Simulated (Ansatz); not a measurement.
# Al2GaP3 (zincblende [001] superlattice): converging the G0W0 gap

Aim: see how the G0W0 gap of Al2GaP3 (zincblende [001] superlattice) on PBEsol moves with empty bands and screening cutoff, and what each rung costs.

Program: Ansatz 0.2.0. Level of theory: G0W0 on PBEsol, plane waves, PAW; PAW set soft_1. Results are calculated unless marked as measured.

## 1. Starting point

The cell holds 12 atoms: 2 Ga, 6 P and 4 Al. Cell: a = 3.863 Å, b = 3.863 Å, c = 16.360 Å, α = 90.0°, β = 90.0°, γ = 90.0°. It derives from GaP. Regions: GaP, 4 atoms (2 Ga and 2 P); AlP, 8 atoms (4 Al and 4 P). The structure's axis is c.

The structure was relaxed with PBEsol. The runs that relaxed it are not among those shown.

## 2. 257 empty bands, screening to 60 eV

G0W0 replaces the xc potential by the self-energy, built once from these orbitals. Only a window of levels is corrected, while the sums run over the empty bands that the input names. This step takes PAW set soft_1 files.

Input file input.yaml:

```yaml
crystal:
  lattice:
    - [3.8634230049, 0.0, 0.0]
    - [0.0, 3.863424628, 0.0]
    - [0.0, 0.0, 16.3596661895]
  atoms:
    - { symbol: Ga, position: [0.0, 0.0, 0.0422724287] }
    - { symbol: P, position: [0.5, 0.0, 0.1249818396] }
    - { symbol: Ga, position: [0.5, 0.5, 0.2076915894] }
    - { symbol: P, position: [0.0, 0.5, 0.2907303554] }
    - { symbol: Al, position: [0.0, 0.0, 0.3740642106] }
    - { symbol: P, position: [0.5, 0.0, 0.4576623302] }
    - { symbol: Al, position: [0.5, 0.5, 0.5413188719] }
    - { symbol: P, position: [0.0, 0.5, 0.6249822992] }
    - { symbol: Al, position: [0.0, 0.0, 0.7086456384] }
    - { symbol: P, position: [0.5, 0.0, 0.7923022269] }
    - { symbol: Al, position: [0.5, 0.5, 0.8759002499] }
    - { symbol: P, position: [0.0, 0.5, 0.9592339285] }
kpoints:
  mp_grid: { grid: [4, 4, 2] }
hamiltonian:
  xc: pbesol
  pseudopotentials: { kind: paw, azcp: { folder: soft_1 }, xc_functional: pbe }
scf:
  occupations: { method: fixed }
gw:
  n_empty_bands: 257
  ecut_chi: 60
  qp_bands: [v4, c4]
  qp_kpoints: band_edges
  screening: { model: contour_deformation }
```

Started as:

```sh
$ ansatz run input.yaml --threads 3 --pin off --max-ram 92160MiB --backend cuda --events-out ev --progress --plain --runs-dir out --devices 1 --max-vram 13GiB
```

Numbers of over 12 decimals in the logs are rounded to 6 here.

The program printed:

```text
Warning: the atoms were moved onto the symmetric positions of the space group found under crystal.symmetry.tolerance 1.0e-5 (fractional; no operation is sought that the atoms, as they stand in a round, miss by more than twice it, and no atom is moved by as much as it), and the run uses the moved positions. Before a round's move an operation carried an atom to 1.06e-5 Å from where it should land, the largest such dist [...]
GPUs: using 1 of 1 available (devices: 1).
Engine: ansatz 0.2.0, x86_64-unknown-linux-gnu
Pseudopotentials: kind: paw
Pseudopotential: Ga, paw, valence charge 13, recommended cutoff 420 eV (normal), soft_1/Ga.paw.azcp
Pseudopotential: P, paw, valence charge 5, recommended cutoff 420 eV (normal), soft_1/P.paw.azcp
Pseudopotential: Al, paw, valence charge 3, recommended cutoff 420 eV (normal), soft_1/Al.paw.azcp
Functional definition: PBEsol
  exchange = pbesol_x
  correlation = pbesol_c
device memory: the entry about to start is reckoned to put 3.0 GiB on a device that reports 64.9 GiB free (of which the cap on the GPU budget leaves the run 13.0 GiB)
GPU FFT provider: cuFFT
GPU libraries: cuBLAS 13.8.2, cuFFT 12.4.0, cuSOLVER 12.3.4
Crystal: 12 atoms, lattice volume = 244.185 Å³
Basis set: ecut = 420 eV, 4823 PW (Γ)
Bands: 46, of which v1, the nominal top of the filled ones, is band 34 counted from 1 (33 counted from 0)
Symmetry: 8 space group operations
Space group: P-4m2 (ITA 115), of the structure as read, at distance tolerance 6.3e-5 Å
k-points: 12 of 32
Non-local potential: Ga, projectors of the file, l = 0: 2, l = 1: 2, l = 2: 3, l = 3: 1
Non-local potential: P, projectors of the file, l = 0: 2, l = 1: 2, l = 2: 1
Non-local potential: Al, projectors of the file, l = 0: 2, l = 1: 2, l = 2: 1
PAW form: soft (Blöchl's): semilocal exchange-correlation on the pseudo side does not see the compensation charge
PAW frozen core: Ga, regenerated for the run's functional, and the local potential with it (the file was generated under x = pbe(κ = 0.804, μ = 0.219515), c = pbe(β = 0.066725))
PAW frozen core: P, regenerated for the run's functional, and the local potential with it (the file was generated under x = pbe(κ = 0.804, μ = 0.219515), c = pbe(β = 0.066725))
PAW frozen core: Al, regenerated for the run's functional, and the local potential with it (the file was generated under x = pbe(κ = 0.804, μ = 0.219515), c = pbe(β = 0.066725))
PAW one-centre angular grid: Ga, 590 points (default); XC on 64 Gauss nodes
PAW one-centre angular grid: P, 110 points (default); XC on 64 Gauss nodes
PAW one-centre angular grid: Al, 110 points (default); XC on 64 Gauss nodes
Initial density: superposition of atomic densities (chi_scale 0.1, normalization cell, long waves kept (reshape's long-wave potential 0.14 eV rms))
Initial wavefunctions: pseudopotential atomic-orbital guess
GPU buffer pool allocated for 87480 grid points (all kernels)
GPU transforms: local potential and band sums: pruned to the plane-wave sphere, on 25×25×120
Functional: x = pbesol(κ = 0.804, μ = 0.123457), c = pbesol(β = 0.046)
SCF iter   1: F=—  HF=-14032.438425 eV  |F-HF|=—  |Δ(HF+E_count)|=         —  Δρ=4.56e-2  dr2=5.25e0  ethr=3.10e-3  ⟨swp⟩=5.9  Hψ=2220  notcnv=0  defer=100
preconditioner: auto → Resta (q_TF=auto, 2.205 Å⁻¹)  ε∞=3.9  [insulator: Δε(μ)=1.962 eV  Ē_g=11.561 eV  n_scr=38 (ndim 8)  ℏωp=19.6 eV  f_vac=0.000  ε∞_Penn≈3.9]
SCF iter   2: F=—  HF=-14031.180697 eV  |F-HF|=—  |Δ(HF+E_count)|=    1.26e0  Δρ=2.46e-2  dr2=1.34e0  ethr=3.10e-3  ⟨swp⟩=2.1  Hψ=871  notcnv=0  defer=115
SCF iter   3: F=—  HF=-14030.824720 eV  |F-HF|=—  |Δ(HF+E_count)|=   3.56e-1  Δρ=3.40e-3  dr2=3.22e-2  ethr=1.97e-3  ⟨swp⟩=2.8  Hψ=765  notcnv=0  defer=119
SCF iter   4: F=—  HF=-14030.828083 eV  |F-HF|=—  |Δ(HF+E_count)|=   3.36e-3  Δρ=1.78e-3  dr2=7.42e-3  ethr=4.73e-5  ⟨swp⟩=3.0  Hψ=942  notcnv=0  defer=120
SCF iter   5: F=—  HF=-14030.822593 eV  |F-HF|=—  |Δ(HF+E_count)|=   5.49e-3  Δρ=7.71e-4  dr2=1.19e-3  ethr=1.09e-5  ⟨swp⟩=3.1  Hψ=935  notcnv=0  defer=120
SCF iter   6: F=—  HF=-14030.823630 eV  |F-HF|=—  |Δ(HF+E_count)|=   1.04e-3  Δρ=9.65e-5  dr2=9.54e-5  ethr=1.75e-6  ⟨swp⟩=2.2  Hψ=823  notcnv=0  defer=120
SCF iter   7: F=—  HF=-14030.823632 eV  |F-HF|=—  |Δ(HF+E_count)|=   1.89e-6  Δρ=4.13e-5  dr2=6.41e-6  ethr=1.40e-7  ⟨swp⟩=2.8  Hψ=975  notcnv=0  defer=119
SCF iter   8: F=—  HF=-14030.823635 eV  |F-HF|=—  |Δ(HF+E_count)|=   2.93e-6  Δρ=1.22e-5  dr2=3.86e-7  ethr=9.43e-9  ⟨swp⟩=2.1  Hψ=731  notcnv=0  defer=119
SCF iter   9: F=-14030.823636 eV  HF=-14030.823636 eV  |F-HF|=1.59e-8  |Δ(HF+E_count)|=   2.92e-7  Δρ=3.10e-6  dr2=4.46e-8  ethr=1.47e-10  ⟨swp⟩=16.9  Hψ=3120  notcnv=0
SCF 1 converged in 9 iterations: F = -14030.823636 eV  dr2 = 4.46e-8
  greatest PAW one-centre occupation: 0.994 electrons in one spin orbital (limit 2), on the Ga atom at site 0 (counted from 0), in its partial waves of l = 2
device memory: the entry about to start is reckoned to put 3.7 GiB (of the 3.7 GiB reckoned in all, the device holds 0.1 GiB already) on a device that reports 66.9 GiB free (of which the cap on the GPU budget leaves the run 12.9 GiB)
NSCF: frozen V_eff on 12 k-points
the band table was solved once the SCF had ended and its energy, with any forces and stress, was formed, with the checks that follow a solve (2433 applications of the Hamiltonian). They found nothing against the state; the energy, forces and stress were not computed again (output.eigenvalues in the input reference)
device memory: the entry about to start is reckoned to put 5.4 GiB on a device that reports 67.0 GiB free (of which the cap on the GPU budget leaves the run 13.0 GiB)
NSCF: frozen V_eff on 12 k-points
G₀W₀ screening: q 1/12
[... further progress lines ...]
SCF converged after 9 iterations
Free energy (F): -14030.823636 eV
Harris-Foulkes:  -14030.823636 eV  (|F-HF|=1.59e-8)
Internal energy: -14030.823636 eV  (E = F + TS)
E sigma→0 (E₀):  -14030.823636 eV
Fermi energy:    5.665143 eV
--- Per-component energies (eV) ---
  E_band       = -125.363474
  E_kinetic    = 729.356905
  E_local      = -7053.523341  (includes V_loc(G=0)·N_el)
  E_nonlocal   = 53.042764
  E_hartree    = 3809.742350
  E_xc         = -709.060146
  E_vxc        = -596.911660  (∫ρ·V_xc dr)
  E_paw        = -8992.199819  (= ΣΔE_a)
  E_vpaw       = -876.813386  (= ΣTr[D̂ρ^β])
  E_aug_tail   = -0.000436  (compensation charges beyond the density's cutoff)
  E_ewald      = -1870.261003
  E_core_change = 2.079091  (= ΣΔE_core)
  E_smearing   = -0.000000  (= −TS)
  E_closure    = -0.000000  (closes the sum)
  Σ components = -14030.823636   (vs F -14030.823636, Δ=0.00e0)
--- Band table (eV; the first three rows and the last of 12) ---
  k-point 0: bands = [... 30 lower, 4.8250, 5.6510, 5.6651, 5.6651, 7.0458, 7.4704, 7.6711, 7.8090, ... 8 higher]
  k-point 1: bands = [... 30 lower, 5.2428, 5.2428, 5.5077, 5.5077, 7.0781, 7.3601, 7.8263, 7.9195, ... 8 higher]
  k-point 2: bands = [... 30 lower, 4.9209, 5.0262, 5.0746, 5.4746, 7.8348, 8.2167, 8.3648, 8.5098, ... 8 higher]
  k-point 11: bands = [... 30 lower, 3.0713, 3.1006, 3.1025, 3.1400, 7.4289, 7.5132, 7.7497, 7.7873, ... 8 higher]
--- G₀W₀: contour deformation, 6 samples at zero and on the imaginary axis and 1 off it, 32 q-points, 257 empty bands' worth ---
  eigenvalues of the whole cell's RPA ε∞ on this k-mesh (on a slab, of 1 + 4πα/V) = 8.6841, 10.7835, 10.7835; static W/v taken at q = 0 is 0.087773
  bands read: the sum over 291 bands ends inside a degenerate multiplet in 2 slots, whose members it reads at an even weight; the widest, k=10: bands 291 to 292 (counted from 1) at 1/2 each
  gw.qp_kpoints: band_edges: 7 of 12 stored k-points solved, in 1 pass; an edge of the gap read off the rows below is read off those points alone
    valence top: of the k-points left out ik 4 came nearest to being solved in a further pass, in band 34 (counted from 1, as in the quasiparticle table): it holds the edge there only if its correction is more favourable than any solved in that band by at least 0.913 eV; those differ by 0.171 eV
    conduction bottom: of the k-points left out ik 9 came nearest to being solved in a further pass, in band 36 (counted from 1, as in the quasiparticle table): it holds the edge there only if its correction is more favourable than any solved in that band by at least 0.994 eV; those differ by 0.315 eV
    ik  band        ε_KS         Σx   Σc(E_QP)       V_xc       Z   E_QP_lin       E_QP  E_QP is
     0    31      4.8250   -15.8498     1.9682   -13.5919  0.7593     4.5343     4.5353  root
     0    32      5.6510   -16.0760     1.5129   -14.3668  0.7686     5.4543     5.4547  root
     0    33      5.6651   -16.4200     1.7077   -14.4888  0.7665     5.4411     5.4416  root
     0    34      5.6651   -16.4200     1.7077   -14.4888  0.7665     5.4411     5.4416  root
     0    35      7.0458    -5.5313    -3.6388    -9.5087  0.7894     7.3856     7.3845  root
     0    36      7.4704    -6.5764    -3.6958   -10.7116  0.7860     7.9119     7.9098  root
     0    37      7.6711    -6.9501    -3.6727   -11.0644  0.7875     8.1149     8.1128  root
     0    38      7.8090    -6.3521    -3.7519   -10.5688  0.7850     8.2761     8.2738  root
     1    31      5.2428   -15.7923     1.8457   -13.6880  0.7627     4.9835     4.9842  root
     1    32      5.2428   -15.7923     1.8457   -13.6880  0.7627     4.9835     4.9842  root
     1    33      5.5077   -16.4420     1.7242   -14.4881  0.7658     5.2773     5.2778  root
     1    34      5.5077   -16.4420     1.7242   -14.4881  0.7658     5.2773     5.2778  root
     1    35      7.0781    -5.6268    -3.6398    -9.6306  0.7882     7.4435     7.4421  root
     1    36      7.3601    -6.1791    -3.6637   -10.1904  0.7896     7.7090     7.7078  root
     1    37      7.8263    -7.0827    -3.7802   -11.3577  0.7843     8.3238     8.3211  root
     1    38      7.9195    -6.7381    -3.7557   -11.0127  0.7834     8.4413     8.4383  root
     2    31      4.9209   -16.0079     1.9704   -13.7556  0.7599     4.6379     4.6389  root
     2    32      5.0262   -15.8642     1.7298   -13.8966  0.7637     4.7877     4.7883  root
     2    33      5.0746   -15.9894     1.7055   -14.0495  0.7644     4.8397     4.8402  root
     2    34      5.4746   -16.4533     1.7941   -14.4278  0.7648     5.2426     5.2431  root
     2    35      7.8348    -6.1435    -3.7876   -10.3578  0.7855     8.2637     8.2616  root
     2    36      8.2167    -8.4105    -3.7496   -12.7930  0.7808     8.8541     8.8496  root
     2    37      8.3648    -7.2325    -3.8493   -11.6073  0.7810     8.8936     8.8903  root
     2    38      8.5098    -6.3688    -3.9247   -10.7716  0.7802     8.9907     8.9878  root
[...]
11    31      3.0713   -15.4298     2.4989   -12.5283  0.7395     2.6656     2.6687  root
    11    32      3.1006   -15.3329     2.4015   -12.5881  0.7417     2.7551     2.7573  root
    11    33      3.1025   -15.2107     2.4181   -12.4123  0.7414     2.7195     2.7222  root
    11    34      3.1400   -15.2056     2.4207   -12.3906  0.7412     2.7430     2.7458  root
    11    35      7.4289    -5.7462    -3.5643    -9.6624  0.7875     7.7821     7.7808  root
    11    36      7.5132    -5.7999    -3.5828    -9.7279  0.7871     7.8597     7.8584  root
    11    37      7.7497    -6.4949    -3.5893   -10.4217  0.7895     8.0884     8.0872  root
    11    38      7.7873    -6.4253    -3.6012   -10.3642  0.7885     8.1262     8.1250  root
```

The job ended after 23 s (1 × NVIDIA H100 80GB HBM3 (shared by 6 runs) with 3 threads of AMD EPYC 7R13 (Zen 3), shared host; peak memory 1.5 GiB; 21 s of CPU time).

The column dr2 measures how far the density is from self-consistency, as an energy; F and HF (Harris–Foulkes) agree once it is small.

Numbers from this step:

```
bands summed                                 : 291
RPA ε∞ on this mesh (eigenvalues)            : 8.684, 10.78, 10.78
plane waves in the screening matrix          : 281
q-points in the mesh                         : 32
G0W0 gap on the mesh                         : 1.921 eV
k of the valence top                         : 0, 0, 0
k of the conduction bottom                   : -0.5, -0.5, 0
starting gap on the mesh                     : 1.381 eV
Z at the valence top                         : 0.7686
Z at the conduction bottom                   : 0.7920
least direct G0W0 gap on the computed points : 1.930 eV
```

The gap on the mesh goes from 1.38 eV to 1.92 eV, a correction of +0.54 eV, though a band edge has moved to another state.

## 3. 1018 empty bands, screening to 150 eV

Bands and screening cutoff are moved together, since each hides the error of the other.

input.yaml, as its differences from that of step 2:

```diff
@@ -26,4 +26,4 @@
 gw:
-  n_empty_bands: 257
-  ecut_chi: 60
+  n_empty_bands: 1018
+  ecut_chi: 150.0
   qp_bands: [v4, c4]
```

The program printed:

```text
[...]
GPUs: using 1 of 1 available (devices: 1).
[...]
GPU FFT provider: cuFFT
GPU libraries: cuBLAS 13.8.2, cuFFT 12.4.0, cuSOLVER 12.3.4
Crystal: 12 atoms, lattice volume = 244.185 Å³
Basis set: ecut = 420 eV, 4823 PW (Γ)
Bands: 46, of which v1, the nominal top of the filled ones, is band 34 counted from 1 (33 counted from 0)
Symmetry: 8 space group operations
[...]
k-points: 12 of 32
[...]
GPU buffer pool allocated for 87480 grid points (all kernels)
[...]
SCF iter   1: F=—  HF=-14032.438425 eV  |F-HF|=—  |Δ(HF+E_count)|=         —  Δρ=4.56e-2  dr2=5.25e0  ethr=3.10e-3  ⟨swp⟩=5.9  Hψ=2220  notcnv=0  defer=100
[...]
SCF iter   9: F=-14030.823636 eV  HF=-14030.823636 eV  |F-HF|=1.59e-8  |Δ(HF+E_count)|=   2.92e-7  Δρ=3.10e-6  dr2=4.46e-8  ethr=1.47e-10  ⟨swp⟩=16.9  Hψ=3120  notcnv=0
SCF 1 converged in 9 iterations: F = -14030.823636 eV  dr2 = 4.46e-8
[...]
NSCF: frozen V_eff on 12 k-points
[...]
G₀W₀ screening: q 1/12
[... further progress lines ...]
SCF converged after 9 iterations
Free energy (F): -14030.823636 eV
[...]
Internal energy: -14030.823636 eV  (E = F + TS)
E sigma→0 (E₀):  -14030.823636 eV
Fermi energy:    5.665143 eV
[...]
--- Band table (eV; the first three rows and the last of 12) ---
  k-point 0: bands = [... 30 lower, 4.8250, 5.6510, 5.6651, 5.6651, 7.0458, 7.4704, 7.6711, 7.8090, ... 8 higher]
  k-point 1: bands = [... 30 lower, 5.2428, 5.2428, 5.5077, 5.5077, 7.0781, 7.3601, 7.8263, 7.9195, ... 8 higher]
  k-point 2: bands = [... 30 lower, 4.9209, 5.0262, 5.0746, 5.4746, 7.8348, 8.2167, 8.3648, 8.5098, ... 8 higher]
  k-point 11: bands = [... 30 lower, 3.0713, 3.1006, 3.1025, 3.1400, 7.4289, 7.5132, 7.7497, 7.7873, ... 8 higher]
[...]
0    31      4.8250   -15.8498     1.5861   -13.5919  0.7554     4.1475     4.1532  root
     0    32      5.6510   -16.0760     1.0881   -14.3668  0.7639     5.0262     5.0299  root
     0    33      5.6651   -16.4200     1.2869   -14.4888  0.7619     5.0165     5.0208  root
     0    34      5.6651   -16.4200     1.2869   -14.4888  0.7619     5.0165     5.0208  root
     0    35      7.0458    -5.5313    -3.8235    -9.5087  0.7881     7.2000     7.1997  root
     0    36      7.4704    -6.5764    -3.9334   -10.7116  0.7845     7.6727     7.6723  root
     0    37      7.6711    -6.9501    -3.9196   -11.0644  0.7860     7.8663     7.8659  root
     0    38      7.8090    -6.3521    -3.9766   -10.5688  0.7833     8.0497     8.0491  root
[...]
11    35      7.4289    -5.7462    -3.7767    -9.6624  0.7860     7.5685     7.5683  root
    11    36      7.5132    -5.7999    -3.7884    -9.7279  0.7855     7.6530     7.6527  root
    11    37      7.7497    -6.4949    -3.8096   -10.4217  0.7879     7.8671     7.8669  root
    11    38      7.7873    -6.4253    -3.8190   -10.3642  0.7868     7.9073     7.9071  root
```

Elapsed: 80 s, on 1 × NVIDIA H100 80GB HBM3 (shared by 6 runs) with 3 threads; peak memory 4.1 GiB; 2.4 min of CPU time.

Numbers from this step:

```
bands summed                                 : 1052
RPA ε∞ on this mesh (eigenvalues)            : 8.633, 10.72, 10.72
plane waves in the screening matrix          : 1021
q-points in the mesh                         : 32
G0W0 gap on the mesh                         : 2.155 eV
k of the valence top                         : 0, 0, 0
k of the conduction bottom                   : -0.5, -0.5, 0
starting gap on the mesh                     : 1.381 eV
Z at the valence top                         : 0.7639
Z at the conduction bottom                   : 0.7907
least direct G0W0 gap on the computed points : 2.170 eV
```

Against the run with 4×4×2 mesh, 257 empty bands, screening to 60 eV, PAW set soft_1 files, the gap moves by +0.23 eV.

## 4. The runs together

Times are wall times on 1 × NVIDIA H100 80GB HBM3 (shared by 6 runs) with 3 threads of AMD EPYC 7R13 (Zen 3), shared host, good to a factor of about two.

| mesh | files | frequency | bands summed | cutoff (eV) | start (eV) | G0W0 (eV) | time | host memory (GiB) |
| --- | --- | --- | --- | --- | --- | --- | --- | --- |
| 4×4×2 | PAW set soft_1 | contour deformation | 291 | 60 | 1.381 | 1.921 | 23 s | 1.5 |
| 4×4×2 | PAW set soft_1 | contour deformation | 1052 | 150 | 1.381 | 2.155 | 80 s | 4.1 |

The parts of the quasiparticle energy at the two band edges (eV; QP = start + Σx + Σc − Vxc):

| run | edge | start | Σx | Σc | Vxc | Z | QP |
| --- | --- | --- | --- | --- | --- | --- | --- |
| 291 bands | valence top | 5.65 | -16.08 | 1.51 | -14.37 | 0.77 | 5.45 |
| 291 bands | conduction bottom | 7.05 | -5.75 | -3.50 | -9.57 | 0.79 | 7.38 |
| 1052 bands | valence top | 5.65 | -16.08 | 1.09 | -14.37 | 0.76 | 5.03 |
| 1052 bands | conduction bottom | 7.05 | -5.75 | -3.69 | -9.57 | 0.79 | 7.18 |

 Where G0W0 reorders the edges (291 bands and 1052 bands), the two states listed lie further apart at the start than the starting gap.

## 5. Summary of results

```yaml
291_bands_60_ev: 1.921 eV
1052_bands_150_ev: 2.155 eV
estimated_limit_in_bands_and_cutoff: 2.24 eV
mesh_and_start: 4×4×2, PBEsol
```

A line in one over the bands through the two rungs gives 2.24 eV, +0.09 eV from the top rung; with two points alone it is an unchecked estimate. The rungs stand 0.32 eV (291 bands) and 0.09 eV (1052 bands) from it. From 291 to 1052 bands the gap moves by +0.23 eV while the time grows 3.5-fold. Σc changes by −0.42 eV at the valence top and −0.19 eV at the conduction bottom, so the valence edge carries most of the change. The 4×4×2 mesh is coarse for this cell (its supercell is 15 Å along the shortest edge). The RPA ε∞ on it, from the PBEsol start, is 8.63 and 10.72; such meshes misread the long-range screening, most where the gap is narrow. The many-body steps are scalar-relativistic: spin-orbit coupling is not in them.

[Paths, hosts, dates, memory and timing lines, banners, echoed tables and standing remarks are left out of the program output.]

[Logs are printed without paths, hosts, clocks, repeated set-up lines and the standing remarks that a program may print on its own settings, such as how far it seeks lower states.]

[Runs of the session that timed out or met a known fault of the program may be left out.]

[Cells called generated may have been cut or substituted from an entry of the Crystallography Open Database or the Materials Project.]

[Hosts, paths, dates, database ids (printed as entryN), source tags and the programs' standing remarks are cut or masked in the printed files.]
